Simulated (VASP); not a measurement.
Here is a VASP 6.6.1 calculation.

The input INCAR:

```
  AGGAC = 0.0
  ALGO = Normal
  EDIFF = 1E-7
  EDIFFG = -0.01
  ENCUT = 600
  GGA = CX
  IBRION = 2
  ISIF = 3
  ISMEAR = -1
  LASPH = True
  LCHARG = False
  LREAL = False
  LUSE_VDW = True
  LWAVE = False
  NELM = 60
  NSW = 40
  PREC = Accurate
  SIGMA = 0.05
```

Contents of KPOINTS:

```
k-points
0
Gamma
  8 8 8
```

Contents of POSCAR:

```
InPd
1.0
    3.2718847800      0.0000000000      0.0000000000
    0.0000000000      3.2718847800      0.0000000000
    0.0000000000      0.0000000000      3.2718847800
In Pd
1 1
Direct
    0.0000000000      0.0000000000      0.0000000000
    0.5000000000      0.5000000000      0.5000000000
```

Potentials or basis: VASP PAW PBE potentials, release 64 (In_d, Pd).

Command:

```bash
$ cat potpaw_PBE.64/In_d/POTCAR potpaw_PBE.64/Pd/POTCAR > POTCAR
$ mpirun -np 1 vasp_std > vasp.out
```

Problem. What does it give for the relaxed volume?

Solution. 17.25 Å³/atom.

Problem. Estimate the relaxed cell.

Solution. a = 3.255 Å, b = 3.255 Å, c = 3.255 Å, α = 90.00°, β = 90.00°, γ = 90.00°.

Step by step:
| step | energy change (eV) | largest force (eV/Å) | pressure (GPa) | volume (Å³) |
| --- | --- | --- | --- | --- |
| 1 | 0.0000 | 0.0000 | -1.99 | 35.03 |
| 2 | 0.0006 | 0.0000 | 2.32 | 33.93 |
| 3 | -0.0034 | 0.0000 | 0.01 | 34.49 |

Caveat: the PAW data sets were made with another functional, which shifts forces and pressure a little.
